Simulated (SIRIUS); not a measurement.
# ZrS2 under changes of volume

One of the cells (24.238 Å³/atom); the others are scaled copies at fixed shape and fractional positions:

```
Zr S
1.0
     3.71583    0.00000    0.00000
    -1.85791    3.21800    0.00000
     0.00000    0.00000    6.08109
Zr S
1 2
Direct
  0.00000 0.00000 0.00000
  0.33333 0.66667 0.23791
  0.66667 0.33333 0.76209
```

The cell is a database's computed one.

```yaml
Program: SIRIUS 7.12.0
Functional: PBEsol
Potentials_or_basis: all-electron FP-LAPW
Cutoff: 174 eV
Basis: apw+lo standard
k_mesh: 8 × 8 × 5
Occupations: fermi-dirac, width 0.05 eV
Spin: no spin polarisation
```

```tsv
volume (Å³/atom)	energy over the lowest point (meV/atom)	gap on the mesh (eV)
22.337	7.38	0.94
22.813	0.66	0.96
23.288	0.00	0.97
24.238	14.77	1.00
24.714	29.08	1.00
25.189	?	?
```

Task: What does the run at 25.189 Å³/atom give?

Result: Energy over the lowest point 47.42 meV/atom; gap on the mesh 1.01 eV.

Worked out: A Birch-Murnaghan fit of order 3 (a polynomial in V^(-2/3)) to the other rows has its minimum at 23.10 Å³/atom with B0 = V·E''(V) = 94 GPa and B' = 4.2 at fixed shape and positions, which overstates the stiffness. It gives 47.40 meV/atom at 25.189 Å³/atom, against the run's 47.42. A straight line through the other rows of the gap, of slope 0.611 eV per unit of ln V, extrapolates to 1.02 eV, against the run's 1.01.

Energies are extrapolated to zero smearing.

Caveats: an odd mesh through Γ misses points on the zone boundary, where band edges often lie; this functional lacks dispersion, which binds the layers, so the pressure and a relaxed spacing across them are unreliable. Spin-orbit coupling on Zr is left out.
